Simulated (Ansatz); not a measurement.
# 1T-SiSTe monolayer in a perpendicular field, part 3 of 3

Wanted: the out-of-plane response of the 1T-SiSTe monolayer. A positive field points along +c.

Ansatz 0.2.0; plane-wave DFT, LDA, Ansatz PAW (the session's first sound run).

So far. Step 7 (Atoms held, field -0.3 V/Å): The dipole is -0.128 e·Å, -0.0919 e·Å from its value without field. Step 8 (Response, atoms held): The induced dipole is that of a conductor 5.35 Å thick.

### Step 9. With spin-orbit coupling, k-mesh 12×12×1

This step: plane-wave DFT, PBE, fully relativistic PAW with spin-orbit coupling (Ansatz 0.2.0).

Heavy atoms split their bands by spin-orbit coupling, so this run uses fully relativistic files and two-component states.

Contents of input.yaml:

```yaml
crystal:
  lattice:
    - [3.4591095535, 0.0, 0.0]
    - [-1.7295547768, 2.9956767478, 0.0]
    - [0.0, 0.0, 20.9882734852]
  atoms:
    - { symbol: Te, position: [0.6666666667, 0.3333333333, 0.4288108789] }
    - { symbol: Si, position: [0.0, 0.0, 0.5126055726] }
    - { symbol: S, position: [0.3333333333, 0.6666666667, 0.5711891211] }
kpoints:
  mp_grid: { grid: [12, 12, 1] }
  band_path:
    path: [[0, 0, 0], [0.5, 0, 0], [0.33333333, 0.33333333, 0], [0, 0, 0]]
    npoints: 16
hamiltonian:
  xc: pbe
  pseudopotentials: { kind: paw_fr }
magnetization:
  noncollinear: true
  spin_orbit: true
scf:
  occupations: { method: fermi_dirac, width: 0.02585 }
  convergence: { dr2_threshold: 1.0e-09 }
efield:
  axis: 3
  dipole_correction: true
  ramp_position: 0.97
  ramp_width: 0.06
  amplitude: 0
output:
  write_potential: true
  write_density: true
  volumetric_format: npy
```

Started as:

```
$ ansatz run input.yaml --threads 2 --pin off --max-ram 3072MiB --backend cpu --events-out ev --progress --plain --runs-dir out
```

Numbers of over 12 decimals in the logs are rounded to 6 here.

The program printed:

```text
[...]
non-collinear run that drives no moment, with spin-orbit: no starting moment large enough to seed its density (crystal.atoms[].spin), no starting occupations that ask for one, no magnetisation constraint and no magnetic field, so the semilocal B_xc is pinned to zero
Crystal: 3 atoms, lattice volume = 217.488 Å³
Basis set: ecut = 420 eV, 4253 PW (Γ)
Bands: 34, of which v1, the nominal top of the filled ones, is band 26 counted from 1 (25 counted from 0)
Symmetry: 6 space group operations + 6 with time reversal
[...]
k-points: 19 of 144 (time reversal used)
Projection manifold: j_resolved (fully-relativistic pseudo-atomic orbitals)
[...]
SCF iter   1: F=—  HF=-8521.060100 eV  |F-HF|=—  |Δ(HF+E_count)|=         —  Δρ=1.70e-2  dr2=1.02e0  dr2_m=0.00e0 (ungated)  ethr=3.10e-3  |M|=0.00e0 ∫|m|=0.00e0 μB  |m|>n=0.0e0 m-floor=0.0e0 τ_xc=0.0e0  β_m=1.00  p=0.000 e·Å  D=7.10e-8 V/Å  ΔV_dip=-0.00 eV  dr2_dipole=8.91e-2  V_vac-E_F(+/−)=5.38/5.38 eV  ⟨swp⟩=11.4  Hψ=4268  notcnv=0
[...]
spin=Noncollinear: LDOS preconditioning applied to the charge; magnetization (m_x, m_y, m_z) channels mix plain (no charge-response kernel on spin).
SCF iter   2: F=—  HF=-8520.921199 eV  |F-HF|=—  |Δ(HF+E_count)|=   1.39e-1  Δρ=7.30e-3  dr2=2.88e-1  dr2_m=0.00e0 (ungated)  ethr=3.10e-3  |M|=0.00e0 ∫|m|=0.00e0 μB  |m|>n=0.0e0 m-floor=0.0e0 τ_xc=0.0e0  β_m=0.87  p=-0.057 e·Å  D=-4.75e-2 V/Å  ΔV_dip=1.00 eV  dr2_dipole=2.24e-2  V_vac-E_F(+/−)=4.74/3.74 eV  ⟨swp⟩=3.8  Hψ=1417  notcnv=0  defer=50
[...]
SCF iter  10: F=-8520.864494 eV  HF=-8520.864494 eV  |F-HF|=4.55e-11  |Δ(HF+E_count)|=   4.04e-9  Δρ=3.83e-7  dr2=2.33e-10  dr2_m=0.00e0 (ungated)  ethr=3.85e-12  |M|=0.00e0 ∫|m|=0.00e0 μB  |m|>n=0.0e0 m-floor=0.0e0 τ_xc=0.0e0  p=-0.038 e·Å  D=-3.16e-2 V/Å  ΔV_dip=0.66 eV  dr2_dipole=1.68e-11  V_vac-E_F(+/−)=4.90/4.23 eV  ⟨swp⟩=14.3  Hψ=2723  notcnv=0
SCF 1 converged in 10 iterations: F = -8520.864494 eV  dr2 = 2.33e-10
[...]
SCF converged after 10 iterations
Magnetization: |M| = 0.0000 μB,  M = (+0.0000, +0.0000, +0.0000) μB
Absolute magnetization: 0.0000 μB (∫|m|)
  site 0: m = (+0.0000, +0.0000, +0.0000) μB, |m| = 0.0000 μB  (R = 1.10 Å)
  site 1: m = (+0.0000, +0.0000, +0.0000) μB, |m| = 0.0000 μB  (R = 0.97 Å)
  site 2: m = (+0.0000, +0.0000, +0.0000) μB, |m| = 0.0000 μB  (R = 0.97 Å)
Free energy (F): -8520.864494 eV
[...]
Internal energy: -8520.861720 eV  (E = F + TS)
E sigma→0 (E₀):  -8520.863107 eV
Entropy (-TS):   -0.002775 eV (-0.925 meV/atom)
Fermi energy:    -0.437895 eV
Dipole field:    D = -0.031612 V/Å  (p = -0.037995 e·Å, saw-weighted, corrected)
Work function:   Φ+ = 4.8951 eV   Φ− = 4.2316 eV
[...]
--- Band table (eV; the first three rows and the last of 19) ---
  k-point 0: bands = [... 22 lower, -0.1596, -0.1596, 0.3587, 0.3587, 0.6542, 0.6542, 2.7666, 2.7666, ... 4 higher]
  k-point 1: bands = [... 22 lower, -0.8528, -0.6566, 0.0564, 0.1157, 1.1080, 1.1509, 2.7133, 2.7159, ... 4 higher]
  k-point 2: bands = [... 22 lower, -2.2215, -2.0251, -0.2504, -0.2015, 1.1528, 1.2365, 2.6664, 2.6838, ... 4 higher]
  k-point 18: bands = [... 22 lower, -3.2547, -3.0096, -2.3973, -2.3546, -0.0222, 0.1366, 3.3018, 3.3290, ... 4 higher]
```

It took 51 s on 2 threads of Arm Neoverse V1, shared host; peak memory 0.91 GiB.

Numbers from this step:

```
energy at zero smearing        : -8520.8631 eV
work function, upper face      : 4.895 eV
work function, lower face      : 4.232 eV
dipole along the normal        : -0.03800 e·Å
step between the vacuum levels : 0.6635 eV
```

Electronic bands along the path, in eV, zero at the Fermi level:

| point | band 23 | band 24 | band 25 | band 26 | band 27 | band 28 | band 29 | band 30 |
| --- | --- | --- | --- | --- | --- | --- | --- | --- |
| Γ | 0.28 | 0.28 | 0.80 | 0.80 | 1.09 | 1.09 | 3.20 | 3.20 |
| halfway | -2.34 | -2.31 | -0.21 | -0.17 | 0.82 | 0.91 | 3.26 | 3.27 |
| M | -2.33 | -2.33 | -0.92 | -0.92 | -0.67 | -0.67 | 2.61 | 2.61 |
| halfway | -2.62 | -2.29 | -2.11 | -1.94 | 0.40 | 0.57 | 3.55 | 3.59 |
| K | -2.82 | -2.57 | -1.96 | -1.92 | 0.42 | 0.57 | 3.74 | 3.77 |
| halfway | -2.57 | -2.27 | -1.38 | -1.17 | 1.58 | 1.76 | 3.42 | 3.46 |
| Γ | 0.28 | 0.28 | 0.80 | 0.80 | 1.09 | 1.09 | 3.20 | 3.20 |

The work function of the upper face is 4.90 eV.

### Step 10. With spin-orbit coupling, k-mesh 12×12×1, field -0.2 V/Å

The same in a field along the normal.

Edit input.yaml of step 9 so:

```diff
@@ -11,5 +11,3 @@
   mp_grid: { grid: [12, 12, 1] }
-  band_path:
-    path: [[0, 0, 0], [0.5, 0, 0], [0.33333333, 0.33333333, 0], [0, 0, 0]]
-    npoints: 16
+  band_path: { path: [[0, 0, 0], [0.12, 0, 0]], npoints: 24 }
 hamiltonian:
@@ -28,3 +26,3 @@
   ramp_width: 0.06
-  amplitude: 0
+  amplitude: -0.2
 output:
```

The program printed:

```text
[...]
Crystal: 3 atoms, lattice volume = 217.488 Å³
Basis set: ecut = 420 eV, 4253 PW (Γ)
Bands: 34, of which v1, the nominal top of the filled ones, is band 26 counted from 1 (25 counted from 0)
Symmetry: 6 space group operations + 6 with time reversal
[...]
k-points: 19 of 144 (time reversal used)
[...]
k-point 1: bands = [... 22 lower, -0.8205, -0.6215, 0.0888, 0.1490, 1.1320, 1.1766, 2.7575, 2.7672, ... 4 higher]
  k-point 2: bands = [... 22 lower, -2.1918, -1.9900, -0.2178, -0.1683, 1.1785, 1.2629, 2.7340, 2.7579, ... 4 higher]
  k-point 18: bands = [... 22 lower, -3.2388, -2.9918, -2.3571, -2.3148, 0.0094, 0.1689, 3.3407, 3.3690, ... 4 higher]
[key lines of the parts left out:]
SCF converged after 10 iterations
Magnetization: |M| = 0.0000 μB,  M = (+0.0000, +0.0000, +0.0000) μB
Free energy (F): -8520.878220 eV
Fermi energy:    -0.409877 eV
Dipole field:    D = -0.082565 V/Å  (p = -0.099237 e·Å, saw-weighted, corrected)
```

The job ended after 42 s (2 threads; peak memory 0.91 GiB).

Numbers from this step:

- energy at zero smearing: -8520.8768 eV
- dipole along the normal: -0.09924 e·Å

The dipole is -0.0992 e·Å.

### Step 11. Spin splitting near the zone centre

This step: plane-wave DFT, PBE, fully relativistic PAW with spin-orbit coupling; spin splitting near the zone centre (Ansatz 0.2.0).

Levels that meet at the zone centre are followed outwards; a split that grows in proportion to k gives the Rashba parameter as ΔE/2k.

Numbers from this step:

```
largest split over 2k that stays linear in k : 0.8058 eV Å
```

Groups of levels that meet at the zone centre and whose split, tested at two k, grows in proportion to k or stays under 1 meV; groups that fail this test are left out. Spin splitting, by row:

| level at the first point (eV from the Fermi level) | states | split at k = 0.031 1/A (eV) | split over 2k (eV Å) |
| --- | --- | --- | --- |
| 0.2835 | 2 | 0.0507 | 0.8058 |

### Step 12. Varying the input

This step: plane-wave DFT, LDA, Ansatz PAW, but for the change named below (Ansatz 0.2.0).

A run with a changed input: it repeats the earlier run at 0.1 V/Å with scf.occupations.width from 0.02585 removed, scf.occupations.method from fermi_dirac to tetrahedron, basis.ecutwfc to 500 eV and hamiltonian.xc from lda to r2scan.

input.yaml, the sections that differ from step 10:

```yaml
kpoints:
  mp_grid: { grid: [18, 18, 1] }
  band_path:
    path: [[0, 0, 0], [0.5, 0, 0], [0.33333333, 0.33333333, 0], [0, 0, 0]]
    npoints: 16
hamiltonian:
  xc: r2scan
scf:
  occupations: { method: tetrahedron }
  convergence: { dr2_threshold: 1.0e-10 }
efield:
  axis: 3
  dipole_correction: true
  ramp_position: 0.97
  ramp_width: 0.06
  amplitude: 0.1
basis:
  ecutwfc: "500 eV"
# crystal, output: as in step 10
# magnetization: removed
```

The program printed:

```text
[...]
Crystal: 3 atoms, lattice volume = 217.488 Å³
Basis set: ecut = 500 eV, 5537 PW (Γ), exchange–correlation on 108×108×640 points (64 copies of the dense FFT grid, shifted against one another)
Bands: 17, of which v1, the nominal top of the filled ones, is band 13 counted from 1 (12 counted from 0)
Symmetry: 6 space group operations
[...]
k-points: 37 of 324 (time reversal used)
[...]
SCF iter   1: F=—  HF=-8539.975118 eV  |F-HF|=—  |Δ(HF+E_count)|=         —  Δρ=3.88e-3  dr2=2.43e-1  dr2_τ=1.64e-2  ethr=1.77e-3  p=-0.055 e·Å  D=-4.62e-2 V/Å  ΔV_dip=0.97 eV  dr2_dipole=6.30e-2  V_vac-E_F(+/−)=5.92/3.04 eV  ⟨swp⟩=11.0  Hψ=5024  notcnv=0
[...]
SCF iter  11: F=-8540.001701 eV  HF=-8540.001701 eV  |F-HF|=2.49e-10  |Δ(HF+E_count)|=   2.13e-8  Δρ=1.56e-7  dr2=4.51e-11  dr2_τ=1.11e-12  ethr=1.00e-12  p=-0.006 e·Å  D=-4.87e-3 V/Å  ΔV_dip=0.10 eV  dr2_dipole=1.78e-13  V_vac-E_F(+/−)=5.64/3.62 eV  ⟨swp⟩=2.3  Hψ=2367  notcnv=0
SCF 1 converged in 11 iterations: F = -8540.001701 eV  dr2 = 4.51e-11
[...]
SCF converged after 11 iterations
Stability not checked: this state was not tested for a lower state beside it, because cold or Methfessel-Paxton smearing, or corrected tetrahedra, fill the levels in a way that the test cannot read (fill_not_monotonic; see scf.lower_state_search)
Free energy (F): -8540.001701 eV
[...]
Internal energy: -8540.001701 eV  (E = F + TS)
E sigma→0 (E₀):  -8540.001701 eV
Fermi energy:    -0.516385 eV
Dipole field:    D = -0.004874 V/Å  (p = -0.005859 e·Å, saw-weighted, corrected)
Work function:   not extracted (applied field tilts the vacuum); planar V_es + V_field profile in the machine report
[...]
--- Band table (eV; the first three rows and the last of 37) ---
  k-point 0: bands = [... 9 lower, -3.4077, -3.4077, 0.0120, 0.0120, 0.8716, 3.0095, 3.1887, 3.1887]
  k-point 1: bands = [... 9 lower, -3.5268, -3.4836, -0.3878, -0.0246, 1.1165, 2.9989, 3.1577, 3.2457]
  k-point 2: bands = [... 9 lower, -3.6858, -3.4619, -1.2677, -0.1497, 1.4621, 2.8121, 3.3733, 3.4346]
  k-point 36: bands = [... 9 lower, -6.2783, -6.2373, -3.4012, -2.6665, 0.0968, 3.4973, 4.4151, 4.8396]
```

Run time: 30 s. Hardware: 2 threads; peak memory 0.87 GiB; 59 s of CPU time.

This step gave:

| Item | Value |
| --- | --- |
| dipole along the normal | -0.005859 e·Å |

Electronic bands along the path, in eV, zero at the Fermi level:

| point | band 10 | band 11 | band 12 | band 13 | band 14 | band 15 | band 16 | band 17 |
| --- | --- | --- | --- | --- | --- | --- | --- | --- |
| Γ | -2.89 | -2.89 | 0.53 | 0.53 | 1.39 | 3.53 | 3.71 | 3.71 |
| halfway | -3.88 | -3.41 | -2.53 | -0.27 | 1.00 | 3.59 | 4.68 | 4.76 |
| M | -4.56 | -4.20 | -2.48 | -1.02 | -0.66 | 2.83 | 4.12 | 4.71 |
| halfway | -5.70 | -4.38 | -2.58 | -2.26 | 0.57 | 3.84 | 4.12 | 4.76 |
| K | -5.76 | -5.72 | -2.88 | -2.15 | 0.61 | 4.01 | 4.93 | 5.36 |
| halfway | -5.15 | -3.19 | -2.60 | -1.41 | 1.82 | 3.68 | 4.22 | 4.90 |
| Γ | -2.89 | -2.89 | 0.53 | 0.53 | 1.39 | 3.53 | 3.71 | 3.71 |

The electronic bands as a text plot (rows in eV, shown from -8.0 to 3.7 only):

```
    3.5 |*************           **          ********* **********
    3.0 |             ***********
    2.5 |
    2.0 |   ****                                    ***********
    1.5 |***    ***                             ****           **
    1.0 |          *                         ***
    0.5 |******     **            ***********                ****
    0.0 |  *   ****   ***       **                        *****
   -0.4 |   *      ***   *******                       ***  *
   -0.9 |    **       *********                       *
   -1.4 |      *               *                   ***    **
   -1.9 |       *               **        *********      *
   -2.4 |        *************************          *****
   -2.9 |**********                 ***********  ***  ***********
   -3.4 |  * ****  *                           **  ***    *****
   -3.9 |   ***  ****                            **      *  *
   -4.3 |      *     ****************          **      ** **
   -4.8 |       *             ***    **      **       *  *
   -5.3 |        **              **    *  ***  **********
   -5.8 |          ***             *** ********    *
   -6.3 |             ***             ******    ***
   -6.8 |                ****   *******     ****
   -7.3 |***********         ***                      ***********
   -7.8 |           **                             ***
         Γ                   M           K                      Γ
```

| quantity | this run | earlier run | difference |
| --- | --- | --- | --- |
| dipole along the normal (e·Å) | -0.005859 | -0.005841 | -1.7e-5 |

The dipole moves by under 0.5 % or 5e-5 e·Å. The run took 11 SCF cycles against 10.

Of the bands kept, 3 cross the Fermi level on this path.

### Step 13. Outcome

```yaml
gap_without_field: none
work_function_upper_face: 5.13 eV
step_between_the_vacuum_levels: 0.637 eV
equivalent_conductor_thickness_atoms_held: 5.35 Å
largest_split_over_2k_that_stays_linear_in_k_at_minus_0p2_v_a: 0.806 eV Å
```

What this shows: The induced dipole equals that of a perfect conductor 5.35 Å thick, while the outer atoms lie 2.99 Å apart. The two faces differ: the vacuum level above lies 0.64 eV higher than the one below. There is no gap over 0.03 eV, with or without the field. The field series itself is without spin-orbit coupling.

[Logs are printed without paths, hosts, clocks, repeated set-up lines and the standing remarks that a program may print on its own settings, such as how far it seeks lower states.]

[Hosts, paths, dates, database ids (printed as entryN), source tags and the programs' standing remarks are cut or masked in the printed files.]

[Maps of the electrostatic potential energy from Ansatz leave out the sawtooth potential of an applied field or a dipole correction, so their vacuum need not be flat; planar profiles and work functions include it.]
